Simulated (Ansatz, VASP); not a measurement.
# HgSe: VASP beside Ansatz

POSCAR

```
HgSe
1.0
    0.0000000000      3.0926650940      3.0926650940
    3.0926650940      0.0000000000      3.0926650940
    3.0926650940      3.0926650940      0.0000000000
Hg Se
1 1
Direct
    0.0000000000      0.0000000000      0.0000000000
    0.2500000000      0.2500000000      0.2500000000
```

Contents of INCAR.step1:

```
SYSTEM = HgSe
ALGO = Normal
EDIFF = 1E-5
ENCUT = 520
GGA = PE
ISIF = 2
ISMEAR = -1
LASPH = .TRUE.
LCHARG = .FALSE.
LREAL = .FALSE.
LWAVE = .TRUE.
NBANDS = 16
NELM = 100
PREC = Accurate
SIGMA = 0.02
```

INCAR.step2

```
SYSTEM = HgSe
ALGO = Normal
EDIFF = 1E-7
ENCUT = 520
GGA = PE
HFSCREEN = 0.2079
ISIF = 2
ISMEAR = -1
ISTART = 1
LASPH = .TRUE.
LCHARG = .FALSE.
LHFCALC = .TRUE.
LREAL = .FALSE.
LWAVE = .FALSE.
NBANDS = 16
NELM = 100
PREC = Accurate
PRECFOCK = Normal
SIGMA = 0.02
```

The input KPOINTS:

```
k-points
0
G
  4 4 4
  0 0 0
```

Input for Ansatz:

```yaml
crystal:
  lattice:
    - [0.0, 3.092665094, 3.092665094]
    - [3.092665094, 0.0, 3.092665094]
    - [3.092665094, 3.092665094, 0.0]
  atoms:
    - { symbol: Hg, position: [0.0, 0.0, 0.0] }
    - { symbol: Se, position: [0.25, 0.25, 0.25] }
kpoints:
  mp_grid: { grid: [4, 4, 4] }
hamiltonian:
  xc: hse06
scf:
  occupations: { method: fermi_dirac, width: 0.02 }
  n_extra_bands: 4
output:
  forces: true
  stress: true
  eigenvalues: true
```

The cell was built by a generator and needn't be a form met in nature.

Alike in both runs: task single point; functional HSE06; k mesh 4 × 4 × 4; occupations fermi-dirac, width 0.02 eV; no spin polarisation.

```csv
,VASP,Ansatz
version,VASP 6.6.1,Ansatz 0.2.0
potentials or method,"VASP PAW PBE potentials, release 64 (Hg, Se)","plane waves, PAW"
plane-wave cutoff (eV),520,420
valence electrons in the cell,18,36
```

Ansatz gave:

* pressure (GPa): 0.2

Question: What did VASP give for the same quantities?

Answer: Pressure (GPa): 0.3.

With one functional, cell and mesh, what is left measures potentials, basis and numerics. The two sets of potentials don't hold the same shells in valence. Ansatz warned: «filled_band_counts_differ_across_k_points».

Caveats: the k mesh is coarse (spacing up to 0.44 Å⁻¹), so the values aren't converged, least of all with exact exchange; the PAW data sets were made with another functional, which shifts forces and pressure a little (VASP). The runs have no spin-orbit coupling, so splittings on Hg are missing.
